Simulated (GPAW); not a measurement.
WS2 (Tungstenite):

```
W S
1.0
     3.18000    0.00000    0.00000
    -1.59000    2.75396    0.00000
     0.00000    0.00000   12.50000
W S
2 4
Direct
  0.66667 0.33333 0.75000
  0.33333 0.66667 0.25000
  0.66667 0.33333 0.37500
  0.33333 0.66667 0.87500
  0.66667 0.33333 0.12500
  0.33333 0.66667 0.62500
```

Base run:

```yaml
Program: GPAW 26.7.0
Functional: PBE
Potentials_or_basis: GPAW PAW data sets (gpaw-data 1.2.1)
Cutoff: 500 eV
Basis: pw
k_mesh: 8 × 8 × 2
Occupations: fermi-dirac, width 0.001 eV
Spin: no spin polarisation
Hubbard_terms: W d U = 6.0 eV
```

Its results: band gap on the k mesh 1.31 eV, indirect (least direct gap 1.61 eV).

Problem. The run is repeated on the same cell with these changes: hubbard terms from W d U = 6.0 eV to W d U = 2.0 eV. What comes out?

Solution. Band gap on the k mesh 1.22 eV, indirect (least direct gap 2.13 eV).

Caveats: the long-wavelength limit can be off by several per cent where d states take part; response on these states lacks terms of the Hamiltonian; spin-orbit coupling is left out, which moves the levels of the heavy elements; an odd mesh through Γ misses points on the zone boundary, where band edges often lie.
